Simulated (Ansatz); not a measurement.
Write the native input for Ansatz 0.2.0 that does the following.

- Task: band structure
- Functional: revPBE
- Potentials or basis: Ansatz PAW
- Cutoff: 420 eV (not typed: the program's choice for these potentials)
- k mesh: 12 × 12 × 12
- Occupations: fermi-dirac, width 0.05 eV
- Spin: no spin polarisation
- Path: [["G", "H", "N", "G", "P", "H"], ["P", "N"]]
- Points for each segment of the path: 14

Crystal: Al.

```xyz
1
Lattice="-1.5912 1.5912 1.5912 1.5912 -1.5912 1.5912 1.5912 1.5912 -1.5912" Properties=species:S:1:pos:R:3 pbc="T T T"
Al    0.0000    0.0000    0.0000
```

This isn't the form of Al at room conditions, which is fcc.

These files were run (other wordings do the same):

input.yaml

```yaml
crystal:
  lattice:
    - [-1.59121869, 1.59121869, 1.59121869]
    - [1.59121869, -1.59121869, 1.59121869]
    - [1.59121869, 1.59121869, -1.59121869]
  atoms:
    - { symbol: Al, position: [0.0, 0.0, 0.0] }
hamiltonian:
  xc: revpbe
  pseudopotentials: { kind: paw }
kpoints:
  mp_grid: { grid: [12, 12, 12] }
  band_path:
    path:
      - [[0.0, 0.0, 0.0], [0.5, -0.5, 0.5], [0.0, 0.0, 0.5], [0.0, 0.0, 0.0], [0.25, 0.25, 0.25], [0.5, -0.5, 0.5]]
      - [[0.25, 0.25, 0.25], [0.0, 0.0, 0.5]]
    npoints: 14
scf:
  occupations: { method: fermi_dirac, width: 0.05 }
  n_extra_bands: 6
output:
  forces: true
  stress: true
  eigenvalues: true
  fatbands: false
```

Potentials or basis: Ansatz PAW.

Command:

```console
$ ansatz run input.yaml --threads 2 --pin off --max-ram 5632MiB --backend cpu --events-out ev --progress --plain --runs-dir out
```

It gave:

```
Pressure               : 5.0 GPa
Band gap on the k mesh : none (metal or under the smearing width)
```

Caveat: the PAW data sets come from PBE, with cores solved anew for the run's functional, which leaves a small shift of forces and pressure.

Wall time 0.51 s on 2 threads of Arm Neoverse V2, with other jobs on the host, peak memory 0.24 GiB.
